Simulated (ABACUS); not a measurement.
# Mo under changes of volume

One of the cells (15.892 Å³/atom); the others are scaled copies at fixed shape and fractional positions:

```xyz
1
Lattice="-1.5838 1.5838 1.5838 1.5838 -1.5838 1.5838 1.5838 1.5838 -1.5838" Properties=species:S:1:pos:R:3 pbc="T T T"
Mo    0.0000    0.0000    0.0000
```

| Property | Result |
| --- | --- |
| Program | ABACUS 3.10.1 |
| Functional | PBE |
| Potentials or basis | PseudoDojo NC SR 0.4.1 PBE standard |
| Cutoff | 1361 eV |
| Density cutoff | 5442 eV |
| Basis | DZP LCAO (the cutoffs set its grid) |
| k mesh | 12 × 12 × 12 |
| Occupations | fermi-dirac, width 0.05 eV |
| Spin | no spin polarisation |

| volume (Å³/atom) | energy over the lowest point (meV/atom) | pressure (GPa) |
| --- | --- | --- |
| 14.938 | 44.57 | 17.1 |
| 15.256 | 17.53 | 10.4 |
| 15.574 | 3.10 | 4.4 |
| 15.892 | 0.00 | -1.1 |
| 16.209 | ? | ? |
| 16.527 | 23.32 | -10.3 |
| 16.845 | 47.86 | -14.3 |

**Question.** What does the run at 16.209 Å³/atom give?

**Answer.** Energy over the lowest point 7.09 meV/atom; pressure -5.9 GPa.

Worked out: A Birch-Murnaghan fit of order 3 (a polynomial in V^(-2/3)) to the other rows has its minimum at 15.82 Å³/atom with B0 = V·E''(V) = 261 GPa and B' = 4.2. It gives 7.06 meV/atom at 16.209 Å³/atom, against the run's 7.09, and -dE/dV = -6.0 GPa, against -5.9.

Energies are extrapolated to zero smearing.

Caveats: the atomic orbitals were generated for these runs and aren't a published set; the basis of atomic orbitals isn't converged, which shifts pressures, moduli and gaps.
